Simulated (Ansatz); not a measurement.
A crystal relaxed with r2SCAN in Ansatz 0.2.0 has space group Fm-3m (No. 225) and a = 4.795 Å.

| atom | site | x | y | z |
| --- | --- | --- | --- | --- |
| Na | 4a | 0.0000 | 0.0000 | 0.0000 |
| Xx | 4b | 0.5000 | 0.0000 | 0.0000 |

r2SCAN gives an indirect gap of 4.40 eV, from W to L; the least direct gap is 5.26 eV at L. HSE06 gives an indirect gap of 4.85 eV, from W to L; the least direct gap is 5.81 eV at L. With PBE the valence top lies at W and the conduction bottom at L, 3.80 eV higher; the smallest vertical gap, at L, is 4.67 eV. Meshes: r2SCAN 10×10×10, HSE06 6×6×6, PBE 10×10×10. r2SCAN's ε∞ is 2.9 in all directions.

Q: Which element is Xx?
A. Li
B. F
C. H
D. Cl

A: C. Xx is H: NaH (started from an entry of an open crystallographic database) with hydrogen sites as listed. Na is surrounded by 6 H at 2.40 Å; H is surrounded by 6 Na at 2.40 Å.

(Simulation; spin polarisation is off.)

The meshes of the hybrids are coarse, so their gaps aren't converged to the digits shown.
